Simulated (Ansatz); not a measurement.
# BaTiO3: equation of state

One table from this session's results is given with a row withheld; the runs are named, their logs left out.

Computed with Ansatz 0.2.0 (DFT PBE, scalar-relativistic, unless a step's input says otherwise).

### The system as given

Symmetry: R3m, No. 160, trigonal system. Conventional cell: a = 5.655 Å, b = 5.655 Å, c = 6.953 Å, α = 90.00°, β = 90.00°, γ = 120.00°. Ba (site symmetry 3m) is surrounded by 12 O at 2.79 to 2.88 Å. Ti (site symmetry 3m) is surrounded by 6 O at 1.88 to 2.14 Å. O (site symmetry m) has 2 Ti at 1.88 to 2.14 Å as nearest neighbours.

Structure file:

```xyz
5
Lattice="2.8277 1.6326 2.3177 -2.8277 1.6326 2.3177 0.0000 -3.2651 2.3177" Properties=species:S:1:pos:R:3 pbc="T T T"
Ba    0.0000    0.0000    0.0000
Ti    0.0000    0.0000    3.5739
O     0.0000   -1.5996    4.5536
O    -1.3853    0.7998    4.5536
O     1.3853    0.7998    4.5536
```

Atoms are numbered in the order of the input: Ba1, Ti2, O3, O4, O5.

The first run:

The input, input.yaml:

```yaml
crystal:
  lattice:
    - [2.7699444471, 1.5992281722, 2.2704176869]
    - [-2.7699444471, 1.5992281722, 2.2704176869]
    - [0.0, -3.1984563444, 2.2704176869]
  atoms:
    - { symbol: Ba, position: [0.0, 0.0, 0.0] }
    - { symbol: Ti, position: [0.514, 0.514, 0.514] }
    - { symbol: O, position: [0.4916, 0.4916, 0.9815] }
    - { symbol: O, position: [0.4916, 0.9815, 0.4916] }
    - { symbol: O, position: [0.9815, 0.4916, 0.4916] }
kpoints:
  mp_grid: { grid: [9, 9, 9] }
  band_path:
    path:
      - [0.0, 0.0, 0.0]
      - [0.5, 0.5, 0.5]
      - [0.5025694503, 0.4974305497, 0.5]
      - [0.5, -0.4974305497, 0.4974305497]
      - [0.5, 0.0, 0.0]
      - [0.0, 0.0, 0.0]
      - [0.4987152749, -0.4987152749, 0.0]
      - [0.5012847251, 0.0, 0.4987152749]
      - [0.5, 0.0, 0.5]
    npoints: 5
scf:
  occupations: { method: fermi_dirac, width: 0.05 }
hamiltonian:
  xc: pbe
  pseudopotentials: { kind: all_electron, lapw: { basis_error: 0.001 } }
output:
  forces: true
  stress: true
  eigenvalues: true
```

Started as:

```
$ ansatz run input.yaml --threads 2 --pin off --max-ram 6144MiB --backend cpu --events-out ev --progress --plain --runs-dir out
```

Among the steps run: Volume × 0.94, LAPW; Volume × 0.94, PAW; Volume × 0.94, crystal datasets; Volume × 0.98, LAPW; Volume × 0.98, PAW; Volume × 0.98, crystal datasets; Volume × 1.01, LAPW; Volume × 1.01, PAW; Volume × 1.01, crystal datasets; Volume × 1.04, LAPW; Volume × 1.04, PAW; Volume × 1.04, crystal datasets.

One table of the session follows, with a row left open; its other results are not shown here.

It belongs to the step «The equation of state». 

```
          method  volume (Å³/atom)  pressure (GPa)  gap on the k mesh (eV)  largest force (eV/Å)
            LAPW            12.069           17.66                    2.60                 0.741
            LAPW            12.582            8.78                    2.49                 0.321
            LAPW            12.968            3.26                    2.41                 0.123
            LAPW            13.353           -1.45                    2.33                 0.329
             PAW            12.069           17.69                    2.61                 0.748
             PAW            12.582            8.79                    2.50                 0.324
             PAW            12.968               ?                       ?                     ?
             PAW            13.353           -1.45                    2.34                 0.329
crystal datasets            12.069           17.66                    2.60                 0.742
crystal datasets            12.582            8.78                    2.49                 0.322
crystal datasets            12.968            3.26                    2.41                 0.123
crystal datasets            13.353           -1.45                    2.33                 0.328
```

Q: Estimate the row for PAW, 12.968 from the others.

The run gave: pressure (GPa): 3.26; gap on the k mesh (eV): 2.42; largest force (eV/Å): 0.124.

Caveats from the session: Shape and positions are held, so a fully relaxed modulus can be lower. Warnings in the runs' records: gradients without spin orbit, crystal datasets made.
